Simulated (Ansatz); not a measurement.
BeTe in the zincblende structure was put through Ansatz (plane waves). The starting cell comes from a relaxation with r2SCAN.

Starting structure:
```xyz
2
Lattice="0.0000 2.8286 2.8286 2.8286 0.0000 2.8286 2.8286 2.8286 0.0000" Properties=species:S:1:pos:R:3 pbc="T T T"
Be    0.0000    0.0000    0.0000
Te    1.4143    1.4143    1.4143
```

Main lines of the log:
```
Crystal: 2 atoms, lattice volume = 45.264 Å³
Basis set: ecut = 420 eV, 893 PW (Γ)
Bands: 13, of which v1, the nominal top of the filled ones, is band 9 counted from 1 (8 counted from 0)
Symmetry: 24 space group operations
Space group: F-43m (ITA 216)
k-points: 16 of 216 (time reversal used)
preconditioner: auto → none  [insulator: Δε(μ)=2.675 eV  σ=0.020 eV  ℏωp=15.6 eV]
Exchange kernel: α = 0.2500, screened, ω = 0.2079 Å⁻¹, Wigner–Seitz truncation, v(0) = 1046.6341 eV·Å³, q-mesh 6×6×6
relax step 1: F+E_penalty+E_count = -7078.17967426 eV  P = -0.821 GPa  Ω = 45.264 Å³
relax step 2: F+E_penalty+E_count = -7078.18110997 eV  P = +0.385 GPa  Ω = 44.362 Å³
relax step 3: F+E_penalty+E_count = -7078.18139412 eV  P = -0.008 GPa  Ω = 44.647 Å³
relax step 4: F+E_penalty+E_count = -7078.18128652 eV  P = -0.008 GPa  Ω = 44.647 Å³  (SCF on a basis re-selected at this cell)
hybrid SCF converged: 2 outer / 7 inner (+0 warm-up)
Free energy (F): -7078.181287 eV
Fermi energy:    8.293657 eV
--- Per-component energies (eV) ---
  E_band       = -302.833203
  E_kinetic    = 199.562780
  E_local      = -1367.589532
  E_nonlocal   = -306.672440
  E_hartree    = 857.488803
  E_xc         = -116.086374
  E_vxc        = -100.440962
  E_exx        = -47.960791
  E_paw        = -4707.044267
  E_vpaw       = -346.748789
  E_ewald      = -1589.689957
  E_core_change = -0.189276
--- Stress (GPa, compression-positive) ---
       -0.008370       0.000000       0.000000
        0.000000      -0.008370       0.000000
        0.000000       0.000000      -0.008370
  P = ⅓ Tr σ = -0.0084 GPa (-0.084 kbar)
--- Relaxed structure (3 steps of the walk, 3 accepted, 1 SCFs on fresh bases) ---
  F+E_penalty+E_count = -7078.18128652 eV
  cell:  # Å, volume = 44.6466 Å³
    - [0.000000, 2.815698, 2.815698]
    - [2.815698, 0.000000, 2.815698]
    - [2.815698, 2.815698, 0.000000]
  atoms:
    - { symbol: Be, position: [0.000000, 0.000000, 0.000000] }
    - { symbol: Te, position: [0.250000, 0.250000, 0.250000] }
```

Question: Which of these blocks stood in the input: relax, gw, phonons, dielectric, magnetization (spin_orbit)?

Answer: relax. The relax steps with a changing cell volume need the relax block with cell.

Question: Which k mesh was typed?

Answer: 6×6×6, Γ-centred.

Question: How were the bands filled?

Answer: With smearing of width σ = 0.02 eV (Fermi-Dirac in this run).

Question: Which functional?

Answer: HSE06. The exchange loop and the term E_exx show exact exchange. The lines shown narrow the functional down without fixing it; this is the one that was run.

Run as `ansatz run input.yaml --threads 4 --pin off --max-ram 7372MiB --backend cpu --events-out ev --progress --plain --runs-dir out`. Wall time 32 s on 4 threads of Arm Neoverse V1, on a shared host; peak host memory 1.3 GiB.

No spin polarisation and no zero-point or thermal motion.
